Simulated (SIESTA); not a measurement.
# HgSe under changes of volume

One of the cells (28.628 Å³/atom); the others are scaled copies at fixed shape and fractional positions:

```
Hg Se
1.0
     0.00000    3.05913    3.05913
     3.05913    0.00000    3.05913
     3.05913    3.05913    0.00000
Hg Se
1 1
Direct
  0.00000 0.00000 0.00000
  0.75000 0.75000 0.75000
```

| Property | Result |
| --- | --- |
| Program | SIESTA 5.4.2 |
| Functional | PBEsol |
| Potentials or basis | PseudoDojo 0.4 standard (PBEsol files) |
| Basis | DZP (energy shift 0.003 Ry; two zetas on semicore shells) |
| Grid cutoff | 800 Ry |
| Energy shift | 0.003 Ry |
| k mesh | 8 × 8 × 8 |
| Occupations | fermi-dirac, width 0.05 eV |
| Spin | no spin polarisation |

```tsv
volume (Å³/atom)	energy over the lowest point (meV/atom)	pressure (GPa)
26.383	?	?
26.944	35.47	5.4
27.505	19.37	3.8
28.628	2.36	1.2
29.189	0.00	0.1
29.751	1.47	-0.9
```

What does the run at 26.383 Å³/atom give?

Energy over the lowest point 57.21 meV/atom; pressure 7.1 GPa.

Worked out: A Birch-Murnaghan fit of order 3 (a polynomial in V^(-2/3)) to the other rows has its minimum at 29.24 Å³/atom with B0 = V·E''(V) = 52 GPa and B' = 5.6. It gives 57.41 meV/atom at 26.383 Å³/atom, against the run's 57.21, and -dE/dV = 7.2 GPa, against 7.1.

Energies are extrapolated to zero smearing.

Caveats: short orbitals over semicore shells can move pressures by several GPa; the basis of atomic orbitals isn't converged, which shifts pressures, moduli and gaps.
